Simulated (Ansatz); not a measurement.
Runs of Ansatz 0.2.0 on Ta2N. Symmetry: P-3m1, No. 164, trigonal system. Conventional cell: a = 3.113 Å, b = 3.113 Å, c = 4.870 Å, α = 90.00°, β = 90.00°, γ = 120.00°. Ta (site symmetry 3m) is surrounded by 3 N at 2.18 Å. Around N (site symmetry -3m) lie 6 Ta at 2.18 Å. The cell comes from a database or a generator and needn't be the stable form of this composition.

| task | level | spin | cell | k mesh | cutoff (eV) | points for each segment of the path | gap on the mesh (eV) | pressure (GPa) | relaxed volume (Å³/atom) | largest force (eV/Å) |
| --- | --- | --- | --- | --- | --- | --- | --- | --- | --- | --- |
| relaxation of cell and atoms | RPBE+D3(BJ) | off | relaxed | 10 × 10 × 6 | 420 | - | none | 0.0 | 11.92 | - |
| band structure | r2SCAN | SOC, no magnetisation | as given | 7 × 7 × 5 | 500 | 14 | none | -5.5 | - | (a) |
| band structure | LDA | off | as given | 10 × 10 × 6 | 420 | 14 | none | -14.5 | - | 0.44 |
| relaxation of cell and atoms | RPBE | off | relaxed | 10 × 10 × 6 | 420 | - | none | 0.0 | 13.74 | - |
| band structure | r2SCAN | off | as given | 7 × 7 × 5 | 500 | 14 | none | (b) | - | 0.17 |

Alike in all rows: potentials or basis Ansatz PAW; smearing fermi-dirac 0.05 eV.

Question: Fill in the values left out.

Answer: (a) 0.15; (b) -5.1.

Caveats: the PAW data sets come from PBE, with cores solved anew for the run's functional, which leaves a small shift of forces and pressure; the plane-wave basis is chosen anew once the cell has moved, so the energies of steps on either side of that aren't comparable (some runs); spin-orbit coupling is left out, which moves the levels of the heavy elements (some runs); pairwise dispersion overbinds metals, which lowers pressure and volume (some runs).

A k mesh can miss the band edges, and rows without SOC leave out spin-orbit coupling on Ta.

A gap of «none» marks a metal or a gap under the smearing width.
